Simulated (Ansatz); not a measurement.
# Ni (sc type): how the settings move a single-point run

Question: which choices in the input matter for Ni (sc type)?

Method: reference: DFT, PBE, PAW with Ansatz's default frozen-core files, scalar-relativistic, in Ansatz 0.2.0.

2 further runs of the same task are left out: 2 that didn't finish.

## 1. The structure to begin with

The structure is cubic, space group Pm-3m (No. 221). The conventional cell has a = 2.020 Å, b = 2.020 Å, c = 2.020 Å, α = 90.00°, β = 90.00°, γ = 90.00°. Around Ni (site symmetry m-3m) lie 6 Ni at 2.02 Å.

As a file:

```
CELL_PARAMETERS angstrom
2.02007 0.00000 0.00000
0.00000 2.02007 0.00000
0.00000 0.00000 2.02007
ATOMIC_POSITIONS crystal
Ni 0.00000 0.00000 0.00000
```

## 2. The reference run

The input, input.yaml:

```yaml
crystal:
  lattice:
    - [2.0200725915, 0.0, 0.0]
    - [0.0, 2.0200725915, 0.0]
    - [0.0, 0.0, 2.0200725915]
  atoms:
    - { symbol: Ni, position: [0.0, 0.0, 0.0], spin: 1.0 }
magnetization:
  spin_polarized: true
kpoints:
  mp_grid: { grid: [18, 18, 18] }
scf:
  occupations: { method: fermi_dirac, width: 0.1 }
hamiltonian:
  xc: pbe
  pseudopotentials: { kind: paw }
output:
  forces: true
  stress: true
  eigenvalues: true
  populations: true
  write_density: true
  write_potential: true
  elf: true
  volumetric_format: npy
```

On the command line:

```sh
ansatz run input.yaml --threads 1 --pin off --max-ram 3072MiB --backend cpu --events-out ev --progress --plain --runs-dir out
```

## 3. Changing settings: occupations.method tetrahedron, xc r2scan, dispersion d4, width left out

input.yaml: that of step 2 with these lines changed.

```diff
@@ -12,6 +12,7 @@
 scf:
-  occupations: { method: fermi_dirac, width: 0.1 }
+  occupations: { method: tetrahedron }
 hamiltonian:
-  xc: pbe
+  xc: r2scan
   pseudopotentials: { kind: paw }
+  dispersion: d4
 output:
```

Q: Predict the outcome of this session. Wanted: for each run, ending; energy change; pressure; abs. moment; force.

The runs gave:

```
                                                                        run     ending   energy change  pressure (GPa)  abs. moment (μB)  force (eV/Å)  cycles  time
                                                                  reference  converged               -           168.2              0.00          0.00      12  15 s
1: occupations.method tetrahedron, xc r2scan, dispersion d4, width left out  converged  not comparable           150.6              0.32          0.00      19  13 s
```

Residual by cycle in the longest SCF loop of each run; runs are numbered as in the table. The quantity is the density residual dr2, in eV.

```
cycle  reference    run 1
    1      0.812    0.208
    3     0.0299  0.00999
    4    0.00442   8.7e-5
    6     0.0153   7.0e-4
    8     4.5e-6   3.4e-4
    9     8.3e-6   7.1e-6
   11     1.9e-9   1.9e-5
   12    1.7e-10   1.7e-5
   14          -   1.0e-6
   16          -   2.3e-9
   17          -   1.9e-9
   19          -  5.0e-11
```

After a change of functional the difference of the totals has no physical meaning; the pressure goes from 168.2 to 150.6 GPa and the absolute moment goes from 0.00 to 0.32 μB. The smearing and dispersion term changed too. The structure is not at rest: the sound run finds 168 GPa, so these are no properties of the relaxed crystal. 
